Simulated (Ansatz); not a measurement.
The system is Pb.

```
CELL_PARAMETERS angstrom
3.52437 0.00000 0.00000
-1.76218 3.05219 0.00000
0.00000 0.00000 11.49524
ATOMIC_POSITIONS crystal
Pb 0.66667 0.33333 0.75000
Pb 0.00000 0.00000 0.50000
Pb 0.33333 0.66667 0.25000
Pb 0.00000 0.00000 0.00000
```

This isn't the form of Pb at room conditions, which is fcc.

```yaml
Program: Ansatz 0.2.0
Task: single point
Functional: PBEsol
Potentials_or_basis: all-electron LAPW, scalar-relativistic
Cutoff: 152 eV (chosen from the basis error)
Basis_error_allowed: 0.001 eV/atom
k_mesh: 9 × 9 × 3
Occupations: fermi-dirac, width 0.05 eV
Spin: no spin polarisation
```

On this cell: pressure -1.5 GPa; largest force under 0.003 eV/Å; band gap on the k mesh none (metal or under the smearing width).

The same run follows on a disturbed copy (atoms moved at random, drawn with an rms of 0.05 Å):

```
Pb
1.0
     3.52437    0.00000    0.00000
    -1.76218    3.05219    0.00000
     0.00000    0.00000   11.49524
Pb
4
Direct
  0.67913 0.34129 0.75103
  0.98437 0.99636 0.50375
  0.34123 0.68085 0.25385
  0.00242 0.00163 0.00146
```

What changes?

The energy (extrapolated to zero smearing) moves by +0.7 meV/atom; pressure -1.5 GPa; largest force 0.061 eV/Å; band gap on the k mesh none (metal or under the smearing width).

Forces on the atoms (eV/Å):
```
Pb  -0.020 -0.007  0.057
Pb   0.026  0.016 -0.043
Pb  -0.006 -0.016 -0.047
Pb   0.000  0.007  0.034
```

Stress tensor (GPa, compression positive):
```
-1.65 -0.02  0.00
-0.02 -1.67  0.01
 0.00  0.01 -1.17
```
